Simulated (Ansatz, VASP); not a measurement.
**Rh in VASP and in Ansatz**

```xyz
1
Lattice="2.5372 0.0000 0.0000 0.0000 2.5372 0.0000 0.0000 0.0000 2.5372" Properties=species:S:1:pos:R:3 pbc="T T T"
Rh    0.0000    0.0000    0.0000
```

Alike in both runs: functional PBE; k mesh 15 × 15 × 15; occupations fermi-dirac, width 0.1 eV; no spin polarisation.

Ansatz relaxed the structure, and its values are those at the end. VASP's run is a single point on that final structure, the one shown.

|  | VASP | Ansatz |
| --- | --- | --- |
| version | VASP 6.6.1 | Ansatz 0.2.0 |
| potentials or method | VASP PAW PBE potentials, release 64 (Rh_pv) | PAW with Ansatz's default frozen-core files, scalar-relativistic |
| plane-wave cutoff (eV) | 520 | 420 |
| valence electrons in the cell | 15 | 17 |

|  | VASP | Ansatz | Ansatz less VASP |
| --- | --- | --- | --- |
| pressure (GPa) | 0.0 | 0.0 | -0.02 |

The two sets of potentials don't hold the same shells in valence.
